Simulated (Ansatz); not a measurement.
A relaxation computed with Ansatz, from input to last step.

```yaml
crystal:
  lattice:
    - [2.5954974562, 0.0, 0.0]
    - [-1.2977487281, 2.2477667325, 0.0]
    - [0.0, 0.0, 4.4529840354]
  atoms:
    - { symbol: Rh, position: [0.6666666667, 0.3333333333, 0.75] }
    - { symbol: Rh, position: [0.3333333333, 0.6666666667, 0.25] }
basis:
  ecutwfc: 500
kpoints:
  mp_grid: { grid: [24, 24, 12] }
hamiltonian:
  xc: r2scan
scf:
  occupations: { method: gaussian, width: 0.1 }
output:
  forces: true
  stress: true
  eigenvalues: true
  write_density: true
  write_potential: true
  elf: true
  volumetric_format: npy
relax:
  adjacent_minimum: "off"
  f_tol: 0.008
  max_steps: 40
  cell: { stress_tol: 0.015, fix: [a, b, gamma] }
```

```bash
ansatz run input.yaml --threads 1 --pin off --max-ram 2560MiB --backend cpu --events-out ev --progress --plain --runs-dir out
```

Level of theory: Ansatz 0.2.0, DFT r2SCAN, scalar-relativistic, plane waves, PAW.

Of 5 frames 4 are shown, positions in Å and forces in eV/Å; the SCF threshold varies from step to step. Steps run on the plane waves of an earlier cell, with a Pulay correction in the pressure. The basis is chosen afresh for the last frame, the zero of the energies, and at times for earlier ones too; energy and pressure step there, also at an unchanged geometry.

```xyz
2
Lattice="2.5955 0.0000 0.0000 -1.2977 2.2478 0.0000 0.0000 0.0000 4.4530" Properties=species:S:1:pos:R:3:forces:R:3 pbc="T T T" step=1 free_energy_over_end_meV_per_atom=2.70 pressure_GPa=19.80
Rh    1.2977    0.7493    3.3397    0.0000    0.0000    0.0000
Rh    0.0000    1.4985    1.1132    0.0000    0.0000    0.0000
2
Lattice="2.5955 0.0000 0.0000 -1.2977 2.2478 0.0000 0.0000 0.0000 4.5235" Properties=species:S:1:pos:R:3:forces:R:3 pbc="T T T" step=2 free_energy_over_end_meV_per_atom=0.39 pressure_GPa=14.85
Rh    1.2977    0.7493    3.3926    0.0000    0.0000    0.0000
Rh    0.0000    1.4985    1.1309    0.0000    0.0000    0.0000
2
Lattice="2.5955 0.0000 0.0000 -1.2977 2.2478 0.0000 0.0000 0.0000 4.5056" Properties=species:S:1:pos:R:3:forces:R:3 pbc="T T T" step=3 free_energy_over_end_meV_per_atom=0.04 pressure_GPa=16.04
Rh    1.2977    0.7493    3.3792    0.0000    0.0000    0.0000
Rh    0.0000    1.4985    1.1264    0.0000    0.0000    0.0000
2
Lattice="2.5955 0.0000 0.0000 -1.2977 2.2478 0.0000 0.0000 0.0000 4.5047" Properties=species:S:1:pos:R:3:forces:R:3 pbc="T T T" step=5 free_energy_over_end_meV_per_atom=0.00 pressure_GPa=16.11
Rh    1.2977    0.7493    3.3785    0.0000    0.0000    0.0000
Rh    0.0000    1.4985    1.1262    0.0000    0.0000    0.0000
```

The run took 2 min on 1 thread of Intel(R) Xeon(R) Platinum 8375C CPU @ 2.90GHz (Ice Lake), with other jobs on the host, peak memory 0.64 GiB.